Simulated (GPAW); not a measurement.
C:

```
CELL_PARAMETERS angstrom
2.52210 0.00000 0.00000
-1.26105 2.18420 0.00000
0.00000 0.00000 8.23710
ATOMIC_POSITIONS crystal
C 0.66667 0.33333 0.84375
C 0.33333 0.66667 0.34375
C 0.66667 0.33333 0.65625
C 0.33333 0.66667 0.15625
C 0.00000 0.00000 0.90625
C 0.00000 0.00000 0.40625
C 0.00000 0.00000 0.59375
C 0.00000 0.00000 0.09375
```

This is a hexagonal form of diamond, not graphite.

* Program: GPAW 26.7.0
* Task: relaxation of cell and atoms
* Functional: r2SCAN
* Dispersion: D3(BJ)
* Potentials or basis: GPAW PAW data sets (gpaw-data 1.2.1)
* Cutoff: 800 eV
* Basis: pw
* k mesh: 7 × 7 × 2
* Occupations: fermi-dirac, width 0.05 eV
* Spin: no spin polarisation

At the start: pressure -5.1 GPa; volume 5.67 Å³/atom.

**Question.** Where does the relaxation end?

**Answer.** Over 7 steps the energy falls by 3.3 meV/atom and the volume is 5.60 Å³/atom (-1.2 %); space group P6_3/mmc (No. 194, to 0.05 Å).

Step by step:
| step | energy change (eV) | largest force (eV/Å) | pressure (GPa) | volume (Å³) |
| --- | --- | --- | --- | --- |
| 1 | 0.0000 | 0.3602 | -5.11 | 45.38 |
| 2 | -0.0117 | 0.0954 | -4.72 | 45.33 |
| 3 | -0.0162 | 0.0685 | -4.00 | 45.26 |
| 4 | -0.0199 | 0.1393 | -2.95 | 45.15 |
| 5 | -0.0248 | 0.1551 | -0.91 | 44.95 |
| 6 | -0.0263 | 0.0735 | 0.09 | 44.84 |
| 7 | -0.0266 | 0.0106 | 0.18 | 44.83 |

Final structure:
```yaml
crystal:
  lattice:
    - [2.50364, 0.00000, 0.00000]
    - [-1.25182, 2.16822, 0.00000]
    - [0.00000, 0.00000, 8.25925]
  atoms:
    - { symbol: C, position: [0.66667, 0.33333, 0.84452] }
    - { symbol: C, position: [0.33333, 0.66667, 0.34452] }
    - { symbol: C, position: [0.66667, 0.33333, 0.65548] }
    - { symbol: C, position: [0.33333, 0.66667, 0.15548] }
    - { symbol: C, position: [0.00000, 0.00000, 0.90709] }
    - { symbol: C, position: [0.00000, 0.00000, 0.40709] }
    - { symbol: C, position: [0.00000, 0.00000, 0.59291] }
    - { symbol: C, position: [0.00000, 0.00000, 0.09291] }
```

Caveat: the k mesh is coarse; later steps reuse the first step's grids; the PAW data sets were made with another functional, which shifts forces and pressure a little.
